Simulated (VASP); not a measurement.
The system is CoO.

```xyz
4
Lattice="3.0160 0.0000 0.0000 0.0000 3.0160 0.0000 0.0000 0.0000 4.2145" Properties=species:S:1:pos:R:3 pbc="T T T"
Co    0.0000    0.0000    0.0000
Co    1.5080    1.5080    2.1072
O     0.0000    0.0000    2.1072
O     1.5080    1.5080    0.0000
```

```yaml
Program: VASP 6.6.1
Task: relaxation of cell and atoms
Functional: PBEsol
Potentials_or_basis: VASP PAW PBE potentials, release 64 (Co, O)
Cutoff: 600 eV
k_mesh: 9 × 9 × 6
Occupations: gaussian, width 0.05 eV
Spin: collinear spin, ferromagnetic start
Starting_moments: "[2.0, 2.0, 0.0, 0.0] μB"
Hubbard_terms: Co d U = 5 eV, J = 0.9 eV
```

At the start: pressure -9.1 GPa; volume 9.58 Å³/atom.

How do energy, volume and symmetry change on relaxing?

Over 8 steps the energy falls by 27.4 meV/atom and the volume is 9.20 Å³/atom (-4.0 %); space group I4/mmm (No. 139, to 0.05 Å); moment 6.00 μB per cell.

Step by step:
| step | energy change (eV) | largest force (eV/Å) | pressure (GPa) | volume (Å³) |
| --- | --- | --- | --- | --- |
| 1 | 0.0000 | 0.0000 | -9.10 | 38.34 |
| 2 | -0.0679 | 0.0000 | 7.37 | 35.38 |
| 3 | -0.0838 | 0.0000 | 1.84 | 36.22 |
| 4 | -0.1022 | 0.0000 | 1.30 | 36.40 |
| 5 | -0.1087 | 0.0000 | 1.32 | 36.59 |
| 6 | -0.1088 | 0.0000 | 1.35 | 36.57 |
| 7 | -0.1088 | 0.0000 | -1.22 | 37.04 |
| 8 | -0.1098 | 0.0000 | 0.03 | 36.81 |

Final structure:
```
CELL_PARAMETERS angstrom
3.04038 0.00000 0.00000
0.00000 3.04038 0.00000
0.00000 0.00000 3.98162
ATOMIC_POSITIONS crystal
Co 0.00000 0.00000 0.00000
Co 0.50000 0.50000 0.50000
O 0.00000 0.00000 0.50000
O 0.50000 0.50000 0.00000
```

Caveat: the PAW data sets were made with another functional, which shifts forces and pressure a little.
